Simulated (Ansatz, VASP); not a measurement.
**Two plane-wave programs on AlN**

```xyz
2
Lattice="0.0000 1.9136 1.9136 1.9136 0.0000 1.9136 1.9136 1.9136 0.0000" Properties=species:S:1:pos:R:3 pbc="T T T"
Al    0.0000    0.0000    0.0000
N     0.9568    0.9568    0.9568
```

Alike in both runs: functional PBE; k mesh 17 × 17 × 17; occupations fermi-dirac, width 0.08 eV; no spin polarisation.

Ansatz relaxed the structure, and its values are those at the end. VASP's run is a single point on that final structure, the one shown.

```csv
,VASP,Ansatz
version,VASP 6.6.1,Ansatz 0.2.0
potentials or method,"VASP PAW PBE potentials, release 64 (Al, N)","PAW with Ansatz's default frozen-core files, scalar-relativistic"
plane-wave cutoff (eV),520,420
valence electrons in the cell,8,8
```

Ansatz gave:

| Property | Result |
| --- | --- |
| gap on the k mesh at the Fermi level (eV) | 3.48 |

Question: What did VASP give for the same quantities?

Answer: gap on the k mesh at the Fermi level (eV): 3.46.

Caveats: an odd mesh through Γ misses points on the zone boundary, where band edges often lie. PBE gaps usually lie below the measured ones, often by a third to a half.
